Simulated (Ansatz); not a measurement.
# Mn (hcp)

Computed with Ansatz (plane waves, PAW, 500 eV cutoff): r²SCAN, scalar-relativistic, collinear spin, 20×20×10 k-mesh, Gaussian smearing of 0.05 eV; PAW files: Ansatz's generated set soft_2.

```
CELL_PARAMETERS angstrom
2.45478 0.00000 0.00000
-1.22739 2.12590 0.00000
0.00000 0.00000 3.98772
ATOMIC_POSITIONS crystal
Mn 0.33333 0.66667 0.75000
Mn 0.66667 0.33333 0.25000
```

At room temperature and ambient pressure Mn takes another structure.

The geometry is fixed. Moments are started on Mn in several ways. Signs follow the order of those atoms. q is the propagation vector of an order in a doubled cell, in units of this cell's reciprocal vectors; doubled cells take an equivalent mesh or are counted from a ferromagnetic run in the same cell, unless said otherwise. Energies count from the first row, the state in which the cell was relaxed.

The starts:
- parallel, continued from the relaxation
- no spin polarisation
- antiferromagnetic in the cell, signs +-
- antiparallel, q = (0, 0, 1/2), signs ++--
- antiparallel, q = (0, 1/2, 0), signs ++--
- small parallel moments

Q: Which start ends lowest, and how far above it lies the solution without spin polarisation?

A: Lowest, alike within 0.5 meV/atom: antiferromagnetic in the cell, signs +-; small parallel moments. Without spin polarisation the energy is 87 meV/atom higher.

```csv
start,largest typed moment (μB),ΔE (meV/atom),gap on the mesh (eV),P (GPa),final spin moments (μB)
"parallel, continued from the relaxation",0.05,0.0,metal,0.0,none
no spin polarisation,0.00,0.0,metal,0.0,none
"antiferromagnetic in the cell, signs +-",3.50,-86.5,metal,16.6,"Mn 1.58, -1.58"
"antiparallel, q = (0, 0, 1/2), signs ++--",3.50,-52.4,metal,18.7,"Mn 1.56, -1.56"
"antiparallel, q = (0, 1/2, 0), signs ++--",3.50,-46.5,metal,22.3,"Mn 1.77, -1.77"
small parallel moments,0.50,-86.5,metal,16.6,"Mn 1.58, -1.58"
```

The moments vanished in: parallel, continued from the relaxation.

The cell was relaxed in the state without moments.

These starts didn't keep their signs, so their names tell the start and not the end: small parallel moments.

The doubled cells keep the moments of one cell parallel, so none builds on the lowest order.

The atoms aren't at rest in: antiparallel, q = (0, 0, 1/2), signs ++-- (forces up to 1.08 eV/Å), so relaxing would lower that row.

The cell was relaxed in the state of the first row, and its shape doesn't suit: antiferromagnetic in the cell, signs +- (uneven stress of 3.1 GPa); antiparallel, q = (0, 0, 1/2), signs ++-- (uneven stress of 5.8 GPa); antiparallel, q = (0, 1/2, 0), signs ++-- (uneven stress of 3.1 GPa); small parallel moments (uneven stress of 3.1 GPa).

r²SCAN tends to overstate moments and magnetic energies in metals.

Without spin polarisation the pressure is 16.6 GPa lower than in the lowest state, so the magnetic solution wants the larger cell.

Only orders that fit these small cells were tried, so the real crystal's order may be another.
